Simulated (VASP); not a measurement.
# Si (Fd-3m) in VASP: notebook, part 3 of 3

VASP 6.6.1. Earlier steps stand in the parts before.

## 6. G0W0 quasiparticle levels, PBE

POSCAR

```
Si
1.0
    0.0000000000      2.7218511865      2.7218511865
    2.7218511865      0.0000000000      2.7218511865
    2.7218511865      2.7218511865      0.0000000000
Si
2
Direct
    0.5000000000      0.5000000000      0.5000000000
    0.7500000000      0.7500000000      0.7500000000
```

INCAR.step1

```
SYSTEM = Si
ALGO = Normal
EDIFF = 1E-8
ENCUT = 450
GGA = PE
ISMEAR = 0
LASPH = .True.
LCHARG = .False.
LREAL = .False.
LWAVE = .True.
NELM = 100
PREC = Accurate
SIGMA = 0.01
```

INCAR.step2

```
SYSTEM = Si
ALGO = Exact
EDIFF = 1E-8
ENCUT = 450
GGA = PE
ISMEAR = 0
ISTART = 1
LASPH = .True.
LCHARG = .False.
LOPTICS = .True.
LREAL = .False.
LWAVE = .True.
NBANDS = 245
NELM = 1
PREC = Accurate
SIGMA = 0.01
```

INCAR.step3

```
SYSTEM = Si
ALGO = EVGW0
EDIFF = 1E-8
ENCUT = 450
ENCUTGW = 200
GGA = PE
ISMEAR = 0
ISTART = 1
LASPH = .True.
LCHARG = .False.
LREAL = .False.
LWAVE = .False.
NBANDS = 245
NBANDSGW = 12
NELMGW = 1
NOMEGA = 48
PREC = Accurate
PRECFOCK = Fast
SIGMA = 0.01
```

KPOINTS

```
k-points
0
Gamma
  3 3 3
  0 0 0
```

Potentials or basis: VASP PAW PBE potentials, release 64 (Si_GW).

The run is started by

```
cat potpaw_PBE.64/Si_GW/POTCAR > POTCAR
cp INCAR.step1 INCAR
mpirun -np 1 vasp_std > vasp.out
cp INCAR.step2 INCAR
mpirun -np 1 vasp_std > vasp.out
cp INCAR.step3 INCAR
mpirun -np 1 vasp_std > vasp.out
```

OUTCAR:

```text
SYSTEM = Si
   EDIFF = 1E-8
   ENCUT = 450
   ENCUTGW = 200
   GGA = PE
   ISMEAR = 0
   ISTART = 1
   LASPH = .True.
   LREAL = .False.
   NELMGW = 1
   PREC = Accurate
   PRECFOCK = Fast

 Found      4 irreducible k-points:

 Following reciprocal coordinates:
            Coordinates               Weight
  0.000000  0.000000  0.000000      1.000000
  0.333333  0.000000  0.000000      8.000000
  0.333333  0.333333  0.000000      6.000000
 -0.333333  0.333333  0.000000     12.000000
   k-points           NKPTS =      4   k-points in BZ     NKDIM =     27   number of bands    NBANDS=    245
   number of dos      NEDOS =    301   number of ions     NIONS =      2
   total plane-waves  NPLWV =  21952
   dimension x,y,z NGX =    28 NGY =   28 NGZ =   28
   dimension x,y,z NGXF=    56 NGYF=   56 NGZF=   56
   ions per type =               2
   NGX,Y,Z   is equivalent  to a cutoff of  12.09, 12.09, 12.09 a.u.
   NGXF,Y,Z  is equivalent  to a cutoff of  24.19, 24.19, 24.19 a.u.
[... 54 lines left out ...]
   NELMHF              =     1    number of iterations in the inner HF iteration
   NKREDLFX            =     1    NKREDLFY  =   1   NKREDLFZ  =   1
 non-spin polarized calculation
 Gauss-broadening in eV      SIGMA  =   0.01
  energy-cutoff  :      450.00
  volume of cell :       40.33
 maximum number of plane-waves:       893
 NGX is ok and might be reduce to    28
  NGX = 16; NGY = 16; NGZ = 16
   NGX = 13   NGY = 13   NGZ = 13
 maximum number of plane-waves:       259

 QP shifts <psi_nk| G(iteration)W_0 |psi_nk>: iteration 1
 for sc-GW calculations column KS-energies equals QP-energies in previous step
 and V_xc(KS)=  KS-energies - (<T + V_ion + V_H > + <T+V_H+V_ion>^1  + <V_x>^1)

 k-point   1 :       0.0000    0.0000    0.0000
  band No.  KS-energies  QP-energies   sigma(KS)   V_xc(KS)     V^pw_x(r,r')   Z            occupation Imag(sigma)

      1      -6.4325      -7.1565     -11.3732     -10.4342     -17.4248       0.7711       2.0000       1.1321
      2       5.5010       4.8669     -12.2594     -11.4221     -13.4294       0.7573       2.0000      -0.1009
      3       5.5010       4.8669     -12.2594     -11.4221     -13.4294       0.7573       2.0000      -0.1009
      4       5.5010       4.8669     -12.2594     -11.4221     -13.4294       0.7573       2.0000      -0.1009
      5       8.0158       8.0610     -10.0117     -10.0709      -5.3656       0.7638       0.0000      -0.2332
      6       8.0158       8.0610     -10.0117     -10.0709      -5.3656       0.7638       0.0000      -0.2332
      7       8.0158       8.0610     -10.0117     -10.0709      -5.3656       0.7638       0.0000      -0.2332
      8       8.7867       8.9624     -10.8022     -11.0339      -5.5737       0.7585       0.0000      -0.2575
      9      13.1689      13.3287      -9.7741      -9.9879      -4.1513       0.7477       0.0000      -0.3142
     10      13.1689      13.3287      -9.7741      -9.9879      -4.1513       0.7477       0.0000      -0.3142
     11      13.4319      13.0989      -8.0210      -7.6090      -2.4805       0.8083       0.0000      -0.4166
     12      16.6688      16.4358      -8.5522      -8.2483      -2.1676       0.7667       0.0000      -0.6962
[... 36 lines left out ...]
      1      -3.1838      -3.8090     -11.7779     -10.9016     -16.4741       0.7135       2.0000       0.4765
      2      -1.2644      -1.9040     -11.7762     -10.8864     -15.5005       0.7188       2.0000       0.2129
      3       1.0888       0.4175     -10.7457      -9.8453     -12.9795       0.7455       2.0000      -0.0142
      4       3.3836       2.7330     -11.6822     -10.8165     -13.4271       0.7515       2.0000      -0.0892
      5       7.0350       6.9790      -9.2166      -9.1442      -4.7336       0.7729       0.0000      -0.2093
      6      11.2761      11.1808      -9.8258      -9.7014      -4.5675       0.7661       0.0000      -0.3326
      7      11.9137      12.0075     -10.1261     -10.2516      -4.3400       0.7470       0.0000      -0.4117
      8      12.5261      12.5796     -10.4340     -10.5050      -4.6738       0.7547       0.0000      -0.4098
      9      12.8638      12.9272     -10.1751     -10.2605      -4.1378       0.7420       0.0000      -0.4443
     10      13.1278      13.1101      -9.7714      -9.7484      -4.1666       0.7732       0.0000      -0.4178
     11      19.8065      19.5832      -8.9556      -8.6604      -2.3238       0.7563       0.0000      -0.8194
     12      20.3688      20.0819      -8.5507      -8.1740      -2.0224       0.7616       0.0000      -0.8684
```

OUTCAR.step1:

```text
SYSTEM = Si
   EDIFF = 1E-8
   ENCUT = 450
   GGA = PE
   ISMEAR = 0
   LASPH = .True.
   LREAL = .False.
[... 151 lines left out ...]
      2.72185      2.72185      2.72185        -0.000000     -0.000000     -0.000000
      4.08278      4.08278      4.08278         0.000000      0.000000      0.000000
 -----------------------------------------------------------------------------------
    total drift:                                0.000000      0.000000     -0.000000

  FREE ENERGIE OF THE ION-ELECTRON SYSTEM (eV)
  ---------------------------------------------------
  free  energy   TOTEN  =       -10.2274592544 eV

  energy  without entropy=      -10.2274592544  energy(sigma->0) =      -10.22745925
```

OUTCAR.step2:

```text
SYSTEM = Si
   EDIFF = 1E-8
   ENCUT = 450
   GGA = PE
[... 519 lines left out ...]
  --------------------------------------------------------------------------------------------------------------
     0.00000    33.61276    33.61276    33.61276    -0.00000    -0.00000     0.00000
     2.29543    83.84133    83.84133    83.84133    -0.00000    -0.00000     0.00000
     4.59086   -58.41480   -58.41480   -58.41480     0.00000    -0.00000    -0.00000
     6.88629    -8.03506    -8.03506    -8.03506     0.00000     0.00000    -0.00000
     9.18173    -4.39864    -4.39864    -4.39864     0.00000     0.00000    -0.00000
    11.47716    -1.83818    -1.83818    -1.83818     0.00000     0.00000    -0.00000
[... 92 lines left out ...]
   224.95226     0.99150     0.99150     0.99150     0.00000     0.00000    -0.00000
   227.24769     0.99167     0.99167     0.99167     0.00000     0.00000    -0.00000
```

Run time: 27 s. Hardware: 1 thread of Intel Xeon 6975P-C (Granite Rapids), shared host; peak memory 0.32 GiB.

These settings aren't checked as converged: the numbers below hold their error.

What came out:

- Band gap on the k mesh, mean-field level: 0.70 eV, indirect (least direct gap 2.51 eV)
- Quasiparticle gap: 1.25 eV
- Least direct quasiparticle gap: 3.19 eV

Caveat: the k mesh is coarse (spacing up to 0.67 Å⁻¹), so the values aren't converged; bands, screening cutoff and mesh are small and nothing is extrapolated, so the quasiparticle values aren't converged; an odd mesh through Γ misses points on the zone boundary, where band edges often lie.

## 7. EvGW0 quasiparticle levels, PBE

POSCAR is that of step 6.

INCAR.step1

```
SYSTEM = Si
PREC = Accurate
ENCUT = 500
EDIFF = 1E-8
ISMEAR = 0
SIGMA = 0.01
LREAL = .False.
LASPH = .True.
NELM = 60
ALGO = Normal
LWAVE = .True.
LCHARG = .False.
GGA = PE
KPAR = 4
```

INCAR.step2

```
SYSTEM = Si
PREC = Accurate
ENCUT = 500
EDIFF = 1E-8
ISMEAR = 0
SIGMA = 0.01
LREAL = .False.
LASPH = .True.
NELM = 1
ALGO = Exact
LWAVE = .True.
LCHARG = .False.
GGA = PE
NBANDS = 263
LOPTICS = .True.
ISTART = 1
KPAR = 4
```

INCAR.step3

```
SYSTEM = Si
PREC = Accurate
ENCUT = 500
EDIFF = 1E-8
ISMEAR = 0
SIGMA = 0.01
LREAL = .False.
LASPH = .True.
ALGO = EVGW0
LWAVE = .False.
LCHARG = .False.
GGA = PE
NELMGW = 4
NBANDS = 263
ENCUTGW = 200
NOMEGA = 50
PRECFOCK = Fast
ISTART = 1
NBANDSGW = 12
KPAR = 4
```

KPOINTS

```
Automatic mesh
0
Gamma
  4 4 4
  0 0 0
```

Potentials or basis: VASP PAW PBE potentials, release 64 (Si_GW).

The run is started by

```
cat potpaw_PBE.64/Si_GW/POTCAR > POTCAR
cp INCAR.step1 INCAR
mpirun -np 4 vasp_std > vasp.out
cp INCAR.step2 INCAR
mpirun -np 4 vasp_std > vasp.out
cp INCAR.step3 INCAR
mpirun -np 4 vasp_std > vasp.out
```

OUTCAR:

```text
SYSTEM = Si
   PREC = Accurate
   ENCUT = 500
   EDIFF = 1E-8
   ISMEAR = 0
   LREAL = .False.
   LASPH = .True.
   GGA = PE
   NELMGW = 4
   ENCUTGW = 200
   PRECFOCK = Fast
   ISTART = 1

 ion  position               nearest neighbor table
   1  0.500  0.500  0.500-   2 2.36   2 2.36   2 2.36   2 2.36
   2  0.750  0.750  0.750-   1 2.36   1 2.36   1 2.36   1 2.36

  LATTYP: Found a face centered cubic cell.
 ALAT       =     5.4437023730

  Lattice vectors:

 A1 = (   0.0000000000,   2.7218511865,   2.7218511865)
 A2 = (   2.7218511865,   0.0000000000,   2.7218511865)
 A3 = (   2.7218511865,   2.7218511865,   0.0000000000)

Analysis of symmetry for initial positions (statically):
[... 152 lines left out ...]
   ENCUTLF             =  -1.0    cutoff for local field effects
   NELMGW              =     4    number of iterations in solving QP/BSE equation
   NELMHF              =     1    number of iterations in the inner HF iteration
   NKREDLFX            =     1    NKREDLFY  =   1   NKREDLFZ  =   1
 non-spin polarized calculation
 Gauss-broadening in eV      SIGMA  =   0.01
  energy-cutoff  :      500.00
  volume of cell :       40.33
 maximum number of plane-waves:      1036
  NGX = 16; NGY = 16; NGZ = 16
   NGX = 13   NGY = 13   NGZ = 13
 maximum number of plane-waves:       268

 QP shifts <psi_nk| G(iteration)W_0 |psi_nk>: iteration 1
 for sc-GW calculations column KS-energies equals QP-energies in previous step
 and V_xc(KS)=  KS-energies - (<T + V_ion + V_H > + <T+V_H+V_ion>^1  + <V_x>^1)

 k-point   1 :       0.0000    0.0000    0.0000
  band No.  KS-energies  QP-energies   sigma(KS)   V_xc(KS)     V^pw_x(r,r')   Z            occupation Imag(sigma)

      1      -6.4847      -7.0344     -11.2539     -10.4406     -17.4670       0.6759       2.0000       1.0443
      2       5.4367       4.8180     -12.2193     -11.4015     -13.0150       0.7565       2.0000      -0.0594
      3       5.4367       4.8180     -12.2193     -11.4015     -13.0150       0.7565       2.0000      -0.0594
      4       5.4367       4.8180     -12.2193     -11.4015     -13.0150       0.7565       2.0000      -0.0594
      5       7.9780       8.0354     -10.0086     -10.0847      -5.5644       0.7551       0.0000      -0.1739
      6       7.9780       8.0354     -10.0086     -10.0847      -5.5644       0.7551       0.0000      -0.1739
      7       7.9780       8.0354     -10.0086     -10.0847      -5.5644       0.7551       0.0000      -0.1739
      8       8.7174       8.8761     -10.8352     -11.0473      -5.8596       0.7481       0.0000      -0.2003
      9      13.1360      13.2448      -9.8433      -9.9895      -4.1861       0.7447       0.0000      -0.2850
     10      13.1360      13.2448      -9.8433      -9.9895      -4.1861       0.7447       0.0000      -0.2850
     11      13.3639      13.0756      -8.0814      -7.7060      -2.5880       0.7682       0.0000      -0.3484
     12      16.6395      16.4130      -8.6055      -8.3082      -2.2329       0.7619       0.0000      -0.6464
[... 490 lines left out ...]
      1      -2.9733      -2.9836     -11.7661       8.7780     -16.0628       0.6958       2.0000       0.3785
      2      -2.9733      -2.9836     -11.7661       8.7780     -16.0628       0.6958       2.0000       0.3785
      3       0.7904       0.7838     -10.8266      11.6080     -12.9031       0.7292       2.0000      -0.0109
      4       0.7904       0.7838     -10.8266      11.6080     -12.9031       0.7292       2.0000      -0.0109
      5       9.6060       9.6041      -9.6594      19.2629      -4.8833       0.7578       0.0000      -0.2008
      6       9.6060       9.6041      -9.6594      19.2629      -4.8833       0.7578       0.0000      -0.2008
      7      10.4634      10.4617     -10.0445      20.5056      -4.6788       0.7402       0.0000      -0.2490
      8      10.4634      10.4617     -10.0445      20.5056      -4.6788       0.7402       0.0000      -0.2490
      9      15.9974      15.9963     -10.6583      26.6543      -3.8807       0.7314       0.0000      -0.6409
     10      15.9974      15.9963     -10.6583      26.6543      -3.8807       0.7314       0.0000      -0.6409
     11      18.4534      18.4527     -10.3756      28.8280      -3.3864       0.7302       0.0000      -0.8193
     12      18.4534      18.4527     -10.3756      28.8280      -3.3864       0.7302       0.0000      -0.8193
```

OUTCAR.step1:

```text
SYSTEM = Si
   PREC = Accurate
   ENCUT = 500
   EDIFF = 1E-8
   ISMEAR = 0
   LREAL = .False.
   LASPH = .True.
[... 292 lines left out ...]
      2.72185      2.72185      2.72185         0.000000     -0.000000      0.000000
      4.08278      4.08278      4.08278        -0.000000      0.000000      0.000000
 -----------------------------------------------------------------------------------
    total drift:                                0.000000      0.000000     -0.000000

  FREE ENERGIE OF THE ION-ELECTRON SYSTEM (eV)
  ---------------------------------------------------
  free  energy   TOTEN  =       -10.6553779511 eV

  energy  without entropy=      -10.6553779511  energy(sigma->0) =      -10.65537795
```

Run time: 2.4 min. Hardware: 4 MPI ranks of Intel Xeon Platinum 8488C (Sapphire Rapids), shared host; peak memory 0.51 GiB.

Results:

- Band gap on the k mesh, mean-field level: 0.71 eV, indirect (least direct gap 2.54 eV)
- Quasiparticle gap: 1.34 eV
- Least direct quasiparticle gap: 3.32 eV

Quasiparticle gap after each update of the energies (eV): 1.25, 1.32, 1.33, 1.34

Caveat: the k mesh is coarse (spacing up to 0.50 Å⁻¹), so the values aren't converged; bands, screening cutoff and mesh are small and nothing is extrapolated, so the quasiparticle values aren't converged.

## 8. For comparison

An earlier run on the cell as given: functional PBE; potentials or basis VASP PAW PBE potentials, release 64 (Si); cutoff 520 eV; k mesh 8 × 8 × 8; occupations fermi-dirac, width 0.05 eV; no spin polarisation.

* Pressure: 1.3 GPa
* Band gap on the k mesh: 0.63 eV, indirect (least direct gap 2.56 eV)
